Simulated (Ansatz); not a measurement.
# SiC: which structure wins at one pressure

Aim: bring SiC in several structures (rocksalt, CsCl, zincblende, wurtzite, NiAs) to one pressure and rank them by enthalpy. The pressure is set by scaling the first phase. The runs shown use LAPW. Companion runs by PAW are cited.

Computed with Ansatz 0.2.0 (DFT, PBE, all-electron LAPW, scalar-relativistic, unless a step's input says otherwise).

## Step 1: The system as given

It takes space group Fm-3m (No. 225, cubic). The conventional cell has a = 3.745 Å, b = 3.745 Å, c = 3.745 Å, α = 90.00°, β = 90.00°, γ = 90.00°. Si (site symmetry m-3m) is surrounded by 6 C at 1.87 Å. C (site symmetry m-3m) is surrounded by 6 Si at 1.87 Å.

Coordinates:

```cif
data_structure
_symmetry_space_group_name_H-M 'P 1'
_symmetry_Int_Tables_number 1
_cell_length_a 2.6481
_cell_length_b 2.6481
_cell_length_c 2.6481
_cell_angle_alpha 60.000
_cell_angle_beta 60.000
_cell_angle_gamma 60.000
_cell_volume 13.13
loop_
_atom_site_label
_atom_site_type_symbol
_atom_site_fract_x
_atom_site_fract_y
_atom_site_fract_z
_atom_site_occupancy
Si1 Si 0.00000 0.00000 0.00000 1
C1 C 0.50000 0.50000 0.50000 1
```

Atoms are numbered in the order of the input: Si1, C2.

## Step 2: Rocksalt relaxed under pressure, LAPW

The input, input.yaml:

```yaml
crystal:
  lattice:
    - [0.0, 1.8724599474, 1.8724599474]
    - [1.8724599474, 0.0, 1.8724599474]
    - [1.8724599474, 1.8724599474, 0.0]
  atoms:
    - { symbol: Si, position: [0.0, 0.0, 0.0] }
    - { symbol: C, position: [0.5, 0.5, 0.5] }
kpoints:
  mp_grid: { grid: [17, 17, 17] }
scf:
  occupations: { method: fermi_dirac, width: 0.1 }
hamiltonian:
  xc: pbe
  pseudopotentials: { kind: all_electron, lapw: { basis_error: 0.0005 } }
output:
  forces: true
  stress: true
  eigenvalues: true
relax:
  f_tol: 0.005
  max_steps: 12
  cell: { p_target: 100.0, stress_tol: 0.05 }
```

Run with:

```console
$ ansatz run input.yaml --threads 1 --pin off --max-ram 3584MiB --backend cpu --events-out ev --progress --plain --runs-dir out
```

After this run come: CsCl relaxed under pressure, LAPW; Zincblende relaxed under pressure, LAPW; Wurtzite at the cell that PAW relaxed, LAPW; NiAs at the cell that PAW relaxed, LAPW.

Before running it: what results should come out? Wanted: pressure; lowest (for each run or level that gives them).

The runs gave:

| quantity | value |
| --- | --- |
| pressure | 100 GPa |
| lowest (LAPW) | rocksalt, 112.6 meV/atom under NiAs |
| lowest (PAW) | rocksalt, 112.9 meV/atom under NiAs |

**Reading.** By LAPW the order is rocksalt < NiAs < zincblende < wurtzite < CsCl. By PAW the order is rocksalt < NiAs < zincblende < wurtzite < CsCl. The methods agree on the lowest phase. Only these structures were tried, with electrons smeared by 0.1 eV and without vibrations, so the true ground state may be another. The k meshes differ between phases and weren't tested, which can move differences by some meV.
